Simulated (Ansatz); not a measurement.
**Bismuth, bcc under revPBE: from relaxation to bulk modulus**

The plan for bismuth in the bcc structure: relax it, solve it on a dense k-mesh, then scale the cell to 7 volumes from 88 to 112 % of the relaxed one and try a fit of the equation of state. Spin polarisation is left out. The k-meshes are 11×11×11 for the relaxation; 18×18×18 for the dense run; 12×12×12 for the volumes.

Program: Ansatz 0.2.0. Level of theory: DFT revPBE, plane waves (420 eV) with PAW, scalar-relativistic; PBE-made PAW files. These are calculated values, not measurements.

### 1 The system as given

It takes space group Im-3m (No. 229, cubic). Conventional cell: a = 3.994 Å, b = 3.994 Å, c = 3.994 Å, α = 90.00°, β = 90.00°, γ = 90.00°. Bi (site symmetry m-3m) is surrounded by 8 Bi at 3.46 Å.

Structure file:

```xyz
1
Lattice="-1.9969 1.9969 1.9969 1.9969 -1.9969 1.9969 1.9969 1.9969 -1.9969" Properties=species:S:1:pos:R:3 pbc="T T T"
Bi    0.0000    0.0000    0.0000
```

### 2 Relaxing cell and atoms

input.yaml reads:

```yaml
crystal:
  lattice:
    - [-1.9968533131, 1.9968533131, 1.9968533131]
    - [1.9968533131, -1.9968533131, 1.9968533131]
    - [1.9968533131, 1.9968533131, -1.9968533131]
  atoms:
    - { symbol: Bi, position: [0.0, 0.0, 0.0] }
hamiltonian:
  xc: revpbe
  pseudopotentials:
    kind: paw
    azcp:
      Bi: "pseudopotentials/Bi.paw.azcp"
basis:
  ecutwfc: 420
  fft_grid_basis: typed
kpoints:
  mp_grid: { grid: [11, 11, 11], shift: [0, 0, 0] }
magnetization:
  spin_polarized: false
scf:
  occupations: { method: fermi_dirac, width: 0.1 }
relax:
  max_steps: 60
  f_tol: 0.01
  cell: {}
```

The run is started by

```
$ ansatz run input.yaml --threads 2 --pin off --max-ram 5120MiB --backend cpu --events-out ev --progress --plain --runs-dir out
```

After this run come: Single point on a dense mesh; Equation of state: 88 %; Equation of state: 92 %; Equation of state: 96 %; Equation of state: 100 %; Equation of state: 104 %; Equation of state: 108 %; Equation of state: 112 %.

Q: Predict the outcome of this session. Wanted: space group; conventional cell; volume; shortest distance; gap on the mesh; relative to A7 rhombohedral; V₀, B₀, B₀′.

The runs gave:

```
                      quantity                         value
space group (spins left aside)               Im-3m (No. 229)
             conventional cell                   a = 4.013 Å
                        volume                32.312 Å³/atom
             shortest distance                       3.475 Å
               gap on the mesh  none (levels filled in part)
   relative to A7 rhombohedral                 +151 meV/atom
                   V₀, B₀, B₀′   32.071 Å³/atom, 49 GPa, 4.8
```

From the guessed start the volume grew by 1.5 % in 4 steps. Against the reference form of bismuth (A7 rhombohedral, computed apart with the same settings) it stands 151 meV/atom higher. No gap shows: it is a metal or semimetal at this level. The fitted modulus is 49 GPa. Relaxation kept the symmetry; phonons were not checked.
